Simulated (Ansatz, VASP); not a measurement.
# Two plane-wave programs on Si

```
Si
1.0
     0.00000    2.71547    2.71547
     2.71547    0.00000    2.71547
     2.71547    2.71547    0.00000
Si
2
Direct
  0.50000 0.50000 0.50000
  0.75000 0.75000 0.75000
```

Alike in both runs: task electric field gradients; functional LDA; k mesh 11 × 11 × 11; occupations fermi-dirac, width 0.08 eV; no spin polarisation.

|  | VASP | Ansatz |
| --- | --- | --- |
| version | VASP 6.6.1 | Ansatz 0.2.0 |
| potentials or method | VASP PAW LDA potentials, release 64 (Si) | PAW with Ansatz's default frozen-core files, scalar-relativistic |
| plane-wave cutoff (eV) | 520 | 420 |
| valence electrons in the cell | 8 | 8 |

|  | VASP | Ansatz | Ansatz less VASP |
| --- | --- | --- | --- |
| pressure (GPa) | -1.5 | -1.5 | -0.04 |
| Vzz of the field gradient on the site that differs most (V/Å²) | 0.0 | 0.0 | 0.00 |
